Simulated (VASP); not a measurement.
# GaP (F-43m): a series in a change of volume, part 2 of 2

Wanted: the response of GaP to a change of volume, as a table, with a fit that predicts a row left out.

VASP 6.6.1, plane waves and PAW; the level of theory is named at each step.

So far: Set-up; Relax the crystal, LDA; Relax at fixed volume, LDA; Dielectric response, LDA.

**5. Band edges, TB-mBJ with spin-orbit coupling**

Short lines in KPOINTS_OPT sample the zone centre, for masses, and the other valleys.

Level: TB-mBJ, spin-orbit coupling; plane waves and PAW (Ga_d, P).

TB-mBJ has no energy functional, so the total energy, stress and pressure in this output mean nothing.

Contents of INCAR:

```
SYSTEM = GaP
PREC = Accurate
ENCUT = 450
EDIFF = 1E-06
NELM = 150
ISMEAR = 0
SIGMA = 0.02
LREAL = .FALSE.
ALGO = Normal
METAGGA = MBJ
LASPH = .TRUE.
LNONCOLLINEAR = .TRUE.
MAGMOM = 0 0 0 0 0 0
NBANDS = 28
GGA_COMPAT = .FALSE.
LSORBIT = .TRUE.
LWAVE = .FALSE.
LCHARG = .FALSE.
KPAR = 4
```

Contents of POSCAR:

```
GaP
1.0
    0.0000000000      2.7228396286      2.7228396286
    2.7228396286      0.0000000000      2.7228396286
    2.7228396286      2.7228396286      0.0000000000
Ga P
1 1
Direct
    0.0000000000      0.0000000000      0.0000000000
    0.2500000000      0.2500000000      0.2500000000
```

Contents of KPOINTS:

```
Automatic mesh
0
Gamma
8 8 8
0 0 0
```

Contents of KPOINTS_OPT:

```
Line mode
6
Line-mode
Reciprocal
  0.00000000   0.00000000   0.00000000
  0.02166767   0.02166767   0.00000000

  0.00000000   0.00000000   0.00000000
  0.00000000  -0.02166767  -0.02166767

  0.31000000   0.31000000   0.00000000
  0.50000000   0.50000000   0.00000000

  0.00000000   0.31000000   0.31000000
  0.00000000   0.50000000   0.50000000

  0.45000000   0.45000000   0.45000000
  0.50000000   0.50000000   0.50000000

  0.45000000   0.00000000   0.00000000
  0.50000000   0.00000000   0.00000000

  0.42500000   0.42500000   0.00000000
  0.42500000   0.44666767   0.02166767

  0.50000000   0.50000000   0.50000000
  0.48467864   0.51532136   0.50000000
```

PAW data sets: Ga_d and P (LDA family, release 64).

Started as:

```
mpirun -np 4 vasp_ncl
```

The program printed:

```text
[banner, memory and clock lines left out]
running    4 mpi-ranks, on    1 nodes
[...]
|                                                                             |
|               ----> ADVICE to this user running VASP <----                  |
|                                                                             |
|     You enforced a specific xc type in the INCAR file but a different       |
|     [... a line on the potential file left out ...]
|     I HOPE YOU KNOW WHAT YOU ARE DOING!                                     |
|                                                                             |

 LDA part: xc-table for (None), standard interpolation
 POSCAR, INCAR and KPOINTS ok, starting setup
[...]
entering main loop
       N       E                     dE             d eps       ncg     rms          rms(c)
DAV:   1     0.941010303244E+02    0.94101E+02   -0.78301E+03  2548   0.171E+03
DAV:   2    -0.161751298920E+02   -0.11028E+03   -0.10470E+03  2580   0.395E+02
[...]
DAV:  42    -0.282039687953E+02    0.34773E-06    0.57329E-13  1304   0.887E-06
   1 F= -.28203969E+02 E0= -.28203969E+02  d E =-.269179E-23  mag=     0.0000     0.0000     0.0000
 Start KPOINTS_OPT (optional k-point list driver)
k-point batch [1-43\48]
       N       E                     dE             ncg
DAV:   1     0.128808517012E+04   -0.14633E+05     2564
DAV:   2    -0.358558283965E+04   -0.48737E+04     2492
DAV:   3    -0.421972249811E+04   -0.63414E+03     2960
DAV:   4    -0.423921319430E+04   -0.19491E+02     2820
DAV:   5    -0.423964717614E+04   -0.43398E+00     3116
DAV:   6    -0.423966443416E+04   -0.17258E-01     3556
DAV:   7    -0.423966466621E+04   -0.23205E-03     3132
DAV:   8    -0.423966466983E+04   -0.36124E-05     2336
DAV:   9    -0.423966467011E+04   -0.28022E-06     1968
k-point batch [44-48\48]
       N       E                     dE             ncg
DAV:   1     0.163189257377E+05   -0.23896E+04      292
DAV:   2     0.157487415796E+05   -0.57018E+03      300
DAV:   3     0.156742248551E+05   -0.74517E+02      332
DAV:   4     0.156720231097E+05   -0.22017E+01      328
DAV:   5     0.156719751247E+05   -0.47985E-01      356
DAV:   6     0.156719733732E+05   -0.17516E-02      368
DAV:   7     0.156719733233E+05   -0.49815E-04      384
DAV:   8     0.156719733231E+05   -0.23712E-06      264
```

Elapsed: 88 s, on 4 MPI ranks of Intel Xeon 6975P-C (Granite Rapids), shared host; peak memory 1.3 GiB; 5.8 min of CPU time.

Parts of OUTCAR (step 5):

```text
  Total      -93.6545385    -93.6545385    -93.6545385      0.0000000      0.0000000     -0.0000000
  in kB    -3716.5777859  -3716.5777859  -3716.5777859      0.0000000      0.0000000     -0.0000000
  external PRESSURE =   -3716.5777859 kB  Pullay stress =       0.0000000 kB

 POSITION                                       TOTAL-FORCE (eV/Angst)
 -----------------------------------------------------------------------------------
      0.00000      0.00000      0.00000        -0.000000     -0.000000     -0.000000
      1.36142      1.36142      1.36142         0.000000      0.000000      0.000000
 -----------------------------------------------------------------------------------
    total drift:                                0.000001      0.000001      0.000001

  FREE ENERGIE OF THE ION-ELECTRON SYSTEM (eV)
  ---------------------------------------------------
  free  energy   TOTEN  =       -28.2039687953 eV

  energy  without entropy=      -28.2039687953  energy(sigma->0) =      -28.20396880

[... 1 part as in an earlier step ...]

[... 2 further parts left out ...]
[key lines of the parts left out:]
E-fermi :   4.7790
```

**6. Band edges, r2SCAN**

Short lines in KPOINTS_OPT sample the zone centre, for masses, and the other valleys.

Level: r2SCAN; plane waves and PAW (Ga_d, P).

Contents of INCAR:

```
SYSTEM = GaP
PREC = Accurate
ENCUT = 450
EDIFF = 1E-06
NELM = 100
ISMEAR = 0
SIGMA = 0.02
LREAL = .FALSE.
ALGO = Normal
METAGGA = R2SCAN
LASPH = .TRUE.
NBANDS = 14
LWAVE = .FALSE.
LCHARG = .FALSE.
KPAR = 4
```

POSCAR is that of step 5.

KPOINTS is that of step 5.

KPOINTS_OPT is that of step 5.

Started as:

```
mpirun -np 4 vasp_std
```

The program printed:

```text
[banner, memory and clock lines left out]
running    4 mpi-ranks, on    1 nodes
[...]
[... a notice as in an earlier step ...]

 LDA part: xc-table for (None), standard interpolation
 POSCAR, INCAR and KPOINTS ok, starting setup
[...]
entering main loop
       N       E                     dE             d eps       ncg     rms          rms(c)
DAV:   1    -0.970524167645E+02   -0.97052E+02   -0.88539E+03   844   0.170E+03
DAV:   2    -0.176554751918E+03   -0.79502E+02   -0.76509E+02   908   0.310E+02
DAV:   3    -0.182267431187E+03   -0.57127E+01   -0.56921E+01   992   0.702E+01
DAV:   4    -0.182352968067E+03   -0.85537E-01   -0.85508E-01  1002   0.940E+00
[...]
DAV:  11    -0.180091758438E+03    0.27433E-05   -0.16186E-05  1018   0.366E-02    0.494E-03
DAV:  12    -0.180091755451E+03    0.29865E-05   -0.15441E-06   774   0.114E-02    0.243E-03
DAV:  13    -0.180091756028E+03   -0.57731E-06   -0.29134E-07   562   0.881E-03
   1 F= -.18009176E+03 E0= -.18009176E+03  d E =-.557153E-23
 Start KPOINTS_OPT (optional k-point list driver)
k-point batch [1-29\48]
       N       E                     dE             ncg
DAV:   1    -0.286527197822E+03   -0.10733E+05      828
DAV:   2    -0.280366175332E+04   -0.25171E+04      890
DAV:   3    -0.301285605604E+04   -0.20919E+03     1022
DAV:   4    -0.301659007226E+04   -0.37340E+01     1010
DAV:   5    -0.301669049936E+04   -0.10043E+00     1070
DAV:   6    -0.301669311394E+04   -0.26146E-02     1192
DAV:   7    -0.301669316540E+04   -0.51454E-04     1058
DAV:   8    -0.301669316614E+04   -0.74069E-06      810
k-point batch [30-48\48]
       N       E                     dE             ncg
DAV:   1     0.507719414058E+04   -0.10812E+05      532
DAV:   2     0.346563754444E+04   -0.16116E+04      562
DAV:   3     0.335172280981E+04   -0.11391E+03      652
DAV:   4     0.334993111216E+04   -0.17917E+01      700
DAV:   5     0.334989651158E+04   -0.34601E-01      722
DAV:   6     0.334989509557E+04   -0.14160E-02      810
DAV:   7     0.334989507246E+04   -0.23102E-04      754
DAV:   8     0.334989507225E+04   -0.21771E-06      572
```

Wall time 16 s (4 MPI ranks); peak memory 0.63 GiB.

OUTCAR, selected parts (step 6):

```text
  Total       -0.0126747     -0.0126747     -0.0126747     -0.0000000      0.0000000     -0.0000000
  in kB       -0.5029819     -0.5029819     -0.5029819     -0.0000000      0.0000000     -0.0000000
  external PRESSURE =      -0.5029819 kB  Pullay stress =       0.0000000 kB

 POSITION                                       TOTAL-FORCE (eV/Angst)
 -----------------------------------------------------------------------------------
      0.00000      0.00000      0.00000         0.000000      0.000000     -0.000000
      1.36142      1.36142      1.36142        -0.000000     -0.000000      0.000000
 -----------------------------------------------------------------------------------
    total drift:                               -0.000003     -0.000003     -0.000003

  FREE ENERGIE OF THE ION-ELECTRON SYSTEM (eV)
  ---------------------------------------------------
  free  energy   TOTEN  =      -180.0917560284 eV

  energy  without entropy=     -180.0917560284  energy(sigma->0) =     -180.09175603

[... 1 part as in an earlier step ...]

[... 2 further parts left out ...]
[key lines of the parts left out:]
E-fermi :   4.6969
```

Numbers from this step:

| Item | Value |
| --- | --- |
| energy(sigma→0) of the program | -180.0918 eV |
| stress, compression positive | xx, yy, zz -0.05, -0.05, -0.05 GPa |

The run ends at a pressure of -0.05 GPa.

**7. Band edges, HSE06**

Short lines in KPOINTS_OPT sample the zone centre, for masses, and the other valleys.

Level: HSE06; plane waves and PAW (Ga_d, P).

Changes to INCAR since step 6:

```diff
@@ -9,5 +9,9 @@
 ALGO = Normal
-METAGGA = R2SCAN
+LHFCALC = .TRUE.
+AEXX = 0.25
+GGA = PE
+HFSCREEN = 0.2
 LASPH = .TRUE.
 NBANDS = 14
+PRECFOCK = Fast
 LWAVE = .FALSE.
```

POSCAR is that of step 6.

Contents of KPOINTS:

```
Automatic mesh
0
Gamma
5 5 5
0 0 0
```

KPOINTS_OPT is that of step 6.

Started as:

```
mpirun -np 4 vasp_std
```

The program printed:

```text
[banner, memory and clock lines left out]
running    4 mpi-ranks, on    1 nodes
[...]
[... a notice as in an earlier step ...]

 LDA part: xc-table for (Slater+PW92), standard interpolation
 found WAVECAR, reading the header
 POSCAR, INCAR and KPOINTS ok, starting setup
[...]
reading WAVECAR
 the WAVECAR file was read successfully
 initial charge from wavefunction
 entering main loop
       N       E                     dE             d eps       ncg     rms          rms(c)
DAV:   1    -0.108244554973E+02   -0.10824E+02   -0.12887E+00   412   0.227E+01    0.322E+00
DAV:   2    -0.108153550324E+02    0.91005E-02   -0.70784E-02   390   0.455E+00    0.220E+00
DAV:   3    -0.108105256678E+02    0.48294E-02   -0.10023E-02   364   0.186E+00    0.128E+00
DAV:   4    -0.108096433653E+02    0.88230E-03   -0.20086E-03   348   0.525E-01    0.726E-01
[...]
DAV:   8    -0.108093861508E+02    0.74321E-05   -0.32905E-06   334   0.142E-02    0.686E-02
DAV:   9    -0.108093836266E+02    0.25242E-05   -0.10978E-06   236   0.768E-03    0.370E-02
DAV:  10    -0.108093828122E+02    0.81439E-06   -0.49693E-07   188   0.561E-03
   1 F= -.10809383E+02 E0= -.10809383E+02  d E =-.186662E-27
 Start KPOINTS_OPT (optional k-point list driver)
k-point batch [1-10\48]
       N       E                     dE             ncg
DAV:   1    -0.409066295000E+02   -0.29576E+03      280
DAV:   2    -0.109589383366E+04   -0.10550E+04      280
DAV:   3    -0.120680134989E+04   -0.11091E+03      334
DAV:   4    -0.121339404432E+04   -0.65927E+01      324
DAV:   5    -0.121348439233E+04   -0.90348E-01      390
DAV:   6    -0.121348671750E+04   -0.23252E-02      402
DAV:   7    -0.121348676701E+04   -0.49510E-04      332
DAV:   8    -0.121348676808E+04   -0.10635E-05      276
DAV:   9    -0.121348676817E+04   -0.93634E-07      260
[...]
k-point batch [41-48\48]
       N       E                     dE             ncg
DAV:   1     0.983913499214E+03   -0.47323E+04      224
DAV:   2     0.185147242329E+03   -0.79877E+03      242
DAV:   3     0.122434649791E+03   -0.62713E+02      266
DAV:   4     0.120798792557E+03   -0.16359E+01      330
DAV:   5     0.120770604767E+03   -0.28188E-01      320
DAV:   6     0.120769339809E+03   -0.12650E-02      376
DAV:   7     0.120769318401E+03   -0.21408E-04      312
DAV:   8     0.120769318229E+03   -0.17197E-06      238
```

Wall time 2.5 min (4 MPI ranks); peak memory 1 GiB; 9.7 min of CPU time.

From OUTCAR (step 7):

```text
 POSITION                                       TOTAL-FORCE (eV/Angst)
 -----------------------------------------------------------------------------------
      0.00000      0.00000      0.00000        -0.000000     -0.000000     -0.000000
      1.36142      1.36142      1.36142         0.000000      0.000000      0.000000
 -----------------------------------------------------------------------------------
    total drift:                                0.000060      0.000033      0.000029

  FREE ENERGIE OF THE ION-ELECTRON SYSTEM (eV)
  ---------------------------------------------------
  free  energy   TOTEN  =       -10.8093828122 eV

  energy  without entropy=      -10.8093828122  energy(sigma->0) =      -10.80938281

[... 1 part as in an earlier step ...]

[... 2 further parts left out ...]
[key lines of the parts left out:]
E-fermi :   4.4607
```

This run gave:

```
energy(sigma→0) of the program : -10.8094 eV
```

**8. All members**

Hybrid runs start from orbitals of a short LDA run, not shown.

Runs beyond LDA use the data sets made with LDA; this shifts their levels slightly, and their total energies have another zero (at TB-mBJ, which has no energy functional, they mean nothing).

The other members went through these steps as far as the tables show, with the same cutoff and, step by step, the same mesh (but for the dielectric runs, see below); 50 runs are not shown. The session took 4.5 core hours (wall time by ranks) on a shared machine.

The dielectric columns come from linear-response runs at LDA, run where the gap exceeds a picked 1.2 eV, on meshes that differ between rows: 11×11×11 at 0.94, 0.955, 0.97, 0.985, 1, 1.01; 10×10×10 at 1.03, 1.04, 1.06. A change between rows on different meshes is not the strain's alone.

| volume over the relaxed volume | volume (Å³/atom) | pressure (GPa) | energy above the unstrained row (meV/atom) | gap on the mesh, LDA (eV) | ε∞ (mean) | static ε (mean) | largest Born charge, mean of the diagonal (e) | lowest optical mode (cm⁻¹) | highest mode without LO–TO splitting (cm⁻¹) |
| --- | --- | --- | --- | --- | --- | --- | --- | --- | --- |
| 0.940 | 18.423 | 6.381 | 22.848 | 1.286 | 10.354 | 11.921 | 1.969 | 392.663 | 392.663 |
| 0.955 | 18.717 | 4.585 | 12.621 | 1.317 | 10.438 | 12.083 | 1.995 | 385.245 | 385.245 |
| 0.970 | 19.011 | 2.928 | 5.575 | 1.347 | 10.533 | 12.257 | 2.020 | 378.120 | 378.120 |
| 0.985 | 19.305 | 1.401 | 1.445 | 1.375 | 10.640 | 12.446 | 2.046 | 371.145 | 371.145 |
| 1 | 19.599 | -0.006 | 0.000 | 1.402 | 10.760 | 12.647 | 2.070 | 364.648 | 364.648 |
| 1.015 | 19.893 | -1.306 | 1.060 | 1.427 | 10.895 | 12.866 | 2.095 | 358.248 | 358.248 |
| 1.030 | 20.187 | -2.504 | 4.401 | 1.450 | 11.194 | 13.269 | 2.128 | 351.979 | 351.979 |
| 1.045 | 20.481 | -3.607 | 9.863 | 1.473 | 11.380 | 13.548 | 2.152 | 345.819 | 345.819 |
| 1.060 | 20.775 | -4.620 | 17.257 | 1.424 | 11.593 | 13.862 | 2.177 | 339.612 | 339.612 |

A cubic of the pressure in ln(V/V₀) through all rows has the slope −B at V₀: B = 90 GPa, and its curvature gives B′ = 4.4.

Band edges at TB-mBJ with spin-orbit coupling, counted from the valence-band top at Γ, spin-orbit pairs averaged:

| volume over the relaxed volume | gap (eV) | conduction band at Γ (eV) | Δ or X valley along z (eV) | lowest conduction level at L, [111] (eV) | second valence level below the top (eV) | third valence level below the top (eV) |
| --- | --- | --- | --- | --- | --- | --- |
| 0.940 | 2.153 | 3.703 | 2.149 | 2.831 | 0.000 | 0.081 |
| 0.955 | 2.191 | 3.571 | 2.187 | 2.787 | 0.000 | 0.081 |
| 0.970 | 2.226 | 3.442 | 2.223 | 2.743 | 0.000 | 0.080 |
| 0.985 | 2.259 | 3.314 | 2.257 | 2.699 | 0.000 | 0.079 |
| 1 | 2.289 | 3.188 | 2.288 | 2.655 | 0.000 | 0.079 |
| 1.015 | 2.319 | 3.064 | 2.318 | 2.612 | 0.000 | 0.078 |
| 1.030 | 2.347 | 2.943 | 2.346 | 2.569 | 0.000 | 0.078 |
| 1.045 | 2.373 | 2.824 | 2.373 | 2.526 | 0.000 | 0.077 |
| 1.060 | 2.398 | 2.707 | 2.398 | 2.484 | 0.000 | 0.077 |

Conduction masses, in electron masses (the axis is [001]):

| volume over the relaxed volume | conduction mass at Γ, along the strain axis or the normal of the plane | L [111] mass, longitudinal | L [111] mass, transverse along [1-10] |
| --- | --- | --- | --- |
| 0.940 | 0.203 | 1.860 | 0.170 |
| 0.955 | 0.198 | 1.840 | 0.169 |
| 0.970 | 0.194 | 1.840 | 0.169 |
| 0.985 | 0.188 | 1.808 | 0.168 |
| 1 | 0.184 | 1.811 | 0.169 |
| 1.015 | 0.178 | 1.799 | 0.168 |
| 1.030 | 0.173 | 1.785 | 0.167 |
| 1.045 | 0.168 | 1.782 | 0.167 |
| 1.060 | 0.164 | 1.782 | 0.167 |

Band edges at r2SCAN, counted from the valence-band top at Γ:

| volume over the relaxed volume | gap (eV) | conduction band at Γ (eV) | Δ or X valley along z (eV) | lowest conduction level at L, [111] (eV) | second valence level below the top (eV) | third valence level below the top (eV) |
| --- | --- | --- | --- | --- | --- | --- |
| 0.940 | 1.664 | 3.184 | 1.662 | 2.338 | 0.000 | 0.000 |
| 0.955 | 1.698 | 3.041 | 1.697 | 2.288 | 0.000 | 0.000 |
| 0.970 | 1.730 | 2.900 | 1.729 | 2.238 | 0.000 | 0.000 |
| 0.985 | 1.761 | 2.762 | 1.760 | 2.188 | 0.000 | 0.000 |
| 1 | 1.790 | 2.627 | 1.789 | 2.140 | 0.000 | 0.000 |
| 1.015 | 1.817 | 2.494 | 1.817 | 2.091 | 0.000 | 0.000 |
| 1.030 | 1.843 | 2.364 | 1.843 | 2.044 | 0.000 | 0.000 |
| 1.045 | 1.867 | 2.237 | 1.867 | 1.997 | 0.000 | 0.000 |
| 1.060 | 1.889 | 2.112 | 1.889 | 1.950 | 0.000 | 0.000 |

Conduction masses, in electron masses (the axis is [001]):

| volume over the relaxed volume | conduction mass at Γ, along the strain axis or the normal of the plane | L [111] mass, longitudinal | L [111] mass, transverse along [1-10] |
| --- | --- | --- | --- |
| 0.940 | 0.168 | 1.824 | 0.145 |
| 0.955 | 0.160 | 1.820 | 0.144 |
| 0.970 | 0.155 | 1.802 | 0.143 |
| 0.985 | 0.149 | 1.789 | 0.142 |
| 1 | 0.144 | 1.763 | 0.141 |
| 1.015 | 0.138 | 1.767 | 0.140 |
| 1.030 | 0.131 | 1.755 | 0.140 |
| 1.045 | 0.126 | 1.756 | 0.139 |
| 1.060 | 0.121 | 1.751 | 0.138 |

Band edges at HSE06, counted from the valence-band top at Γ, with one row partly withheld:

| volume over the relaxed volume | gap (eV) | conduction band at Γ (eV) | Δ or X valley along z (eV) | lowest conduction level at L, [111] (eV) | second valence level below the top (eV) | third valence level below the top (eV) |
| --- | --- | --- | --- | --- | --- | --- |
| 0.940 | 2.089 | 3.682 | 2.089 | 2.849 | 0.000 | 0.000 |
| 0.955 | 2.126 | 3.536 | 2.125 | 2.796 | 0.000 | 0.000 |
| 0.970 | 2.161 | 3.392 | 2.159 | 2.742 | 0.000 | 0.000 |
| 0.985 | ? | 3.250 | ? | 2.689 | 0.000 | 0.000 |
| 1 | 2.221 | 3.111 | 2.217 | 2.637 | 0.000 | 0.000 |
| 1.015 | 2.249 | 2.974 | 2.245 | 2.585 | 0.000 | 0.000 |
| 1.030 | 2.275 | 2.840 | 2.272 | 2.534 | 0.000 | 0.000 |
| 1.045 | 2.299 | 2.708 | 2.297 | 2.483 | 0.000 | 0.000 |
| 1.060 | 2.321 | 2.579 | 2.320 | 2.433 | 0.000 | 0.000 |

Conduction masses, in electron masses (the axis is [001]):

| volume over the relaxed volume | conduction mass at Γ, along the strain axis or the normal of the plane | L [111] mass, longitudinal | L [111] mass, transverse along [1-10] |
| --- | --- | --- | --- |
| 0.940 | 0.164 | 1.778 | 0.145 |
| 0.955 | 0.159 | 1.767 | 0.144 |
| 0.970 | 0.154 | 1.710 | 0.143 |
| 0.985 | 0.149 | 1.724 | 0.142 |
| 1 | 0.144 | 1.706 | 0.142 |
| 1.015 | 0.139 | 1.671 | 0.140 |
| 1.030 | 0.134 | 1.671 | 0.140 |
| 1.045 | 0.129 | 1.674 | 0.139 |
| 1.060 | 0.125 | 1.671 | 0.139 |

**9. Fit and prediction**

The quantity to fit is the Δ or X valley above the valence top at HSE06: 2.089, 2.125, 2.159, 2.217, 2.245, 2.272, 2.297, 2.320 eV in the rows shown.

Fitting a parabola to the 8 known rows (u: logarithm of the volume ratio) gives E = − 2.678 u² + 1.902 u + 2.218 in eV; the residuals are 9.3e-4 eV r.m.s.

For the withheld row, u = -0.01511, the fit gives 2.1887 eV.

**10. Checking the prediction**

The calculation gives 2.1868 eV, so the prediction is 0.0019 eV too high, more than twice the residual of the fit.

**11. Outcome**

* bulk modulus: 90 GPa
* gap of the unstrained cell, TB-mBJ with spin-orbit coupling: 2.29 eV
* gap of the unstrained cell, r2SCAN: 1.79 eV
* gap of the unstrained cell, HSE06: 2.22 eV
* dE/d ln V of the Δ or X valley above the valence top, HSE06: 1.90 eV
* error of the predicted row: 1.9 meV

In words: At TB-mBJ with spin-orbit coupling the lowest conduction valley is Δ or X throughout, and the gap runs between 2.15 and 2.40 eV. At r2SCAN the lowest conduction valley is Δ or X throughout, and the gap runs between 1.66 and 1.89 eV. At HSE06 the lowest conduction valley is Δ or X throughout, and the gap runs between 2.09 and 2.32 eV. Hole masses are left out throughout, since the top bands are degenerate or cross in many series; of conduction masses, those of the Γ, L and (for Si and Ge under (001) strain) Δ valleys are kept where they change by under an eighth between rows. TB-mBJ is a potential fitted for gaps; it has no energy functional, so its total energies and forces mean nothing, and its bands tend to come out too narrow. r2SCAN opens gaps somewhat over GGA but leaves them below measured values as a rule. HSE06 ran on a coarser mesh than the semilocal levels. Spin-orbit coupling is left out at r2SCAN and HSE06, so the valence splittings there lack it. Δ or X levels are the lowest on their line, refined by a parabola unless they lie at X; the gap is read from all points sampled and can differ from the lowest valley by some meV, or by tens of meV where strain moves the valence top off Γ. Temperature, zero-point motion and excitons are left out.

[Lines on the potential files, build, host, timing and source positions are cut from VASP's logs without a mark.]

[Logs are printed without paths, hosts, clocks, repeated set-up lines and the standing remarks that a program may print on its own settings, such as how far it seeks lower states.]

[Hosts, paths, dates, database ids (printed as entryN), source tags and the programs' standing remarks are cut or masked in the printed files.]

[In band tables of VASP the shares of atoms and orbitals are scaled to a sum of 1 inside the atoms' spheres.]
